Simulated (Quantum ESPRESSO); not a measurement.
Crystal: Te2Mo.

```
Mo Te
1.0
     2.07167    1.19608    6.26345
    -2.07167    1.19608    6.26345
     0.00000   -2.39216    6.26345
Mo Te
1 2
Cartesian
  0.0000 0.0000 0.0000
  0.0000 0.0000 4.7352
  0.0000 0.0000 14.0552
```

The cell was built by a generator and needn't be a form met in nature.

Base run:

```yaml
Program: Quantum ESPRESSO 7.5
Functional: PW91
Potentials_or_basis: PseudoDojo 0.4.1 SR PBE standard
Cutoff: 1088 eV
Density_cutoff: 4354 eV
k_mesh: 5 × 5 × 5
Occupations: gaussian, width 0.05 eV
Spin: collinear spin, ferromagnetic start
Starting_moments: "[2.0, 0.0, 0.0] μB"
Hubbard_terms: Mo d U = 6 eV
```

Its results: band gap on the k mesh none (metal or under the smearing width); pressure 0.8 GPa; net moment 2.40 μB per cell; site moments Mo +2.56; Te -0.27 μB; largest force 0.100 eV/Å.

Question: The run is repeated on the same cell with these changes: functional from PW91 to LDA. What comes out?

Answer: Band gap on the k mesh none (metal or under the smearing width); pressure -3.8 GPa; net moment 2.49 μB per cell; site moments Mo +2.46; Te -0.21 μB; largest force 0.302 eV/Å.

LDA binds more tightly than PW91, so the same cell stands under less pressure.

Caveats: the potentials were made for another functional, which shifts forces and pressure; the U is typed as a test and isn't derived for this compound.
